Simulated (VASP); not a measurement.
A run of VASP 6.6.1 is set up as follows.

Contents of INCAR:

```
SYSTEM = Zn
PREC = Accurate ; ENCUT = 520
EDIFF = 1E-6 ; ISMEAR = 1
SIGMA = 0.05 ; LREAL = .False.
LASPH = .True. ; NELM = 100
ALGO = Fast ; ISIF = 2
LWAVE = .False. ; LCHARG = .True.
GGA = PE ; LELF = .True.
LVHAR = .True. ; NBANDS = 12
```

Contents of KPOINTS:

```
regular mesh
0
Gamma
  22 22 22
  0 0 0
```

File POSCAR:

```
Zn
1.0
    0.0000000000      2.0033108028      2.0033108028
    2.0033108028      0.0000000000      2.0033108028
    2.0033108028      2.0033108028      0.0000000000
Zn
1
Direct
    0.0000000000      0.0000000000      0.0000000000
```

Potentials or basis: VASP PAW PBE potentials, release 64 (Zn).

The run is started by

```sh
$ cat potpaw_PBE.64/Zn/POTCAR > POTCAR
$ mpirun -np 1 vasp_std > vasp.out
```

Q: What does it give for the pressure?

A: -3.3 GPa.

Q: Estimate the band gap on the k mesh.

A: None (metal or under the smearing width).
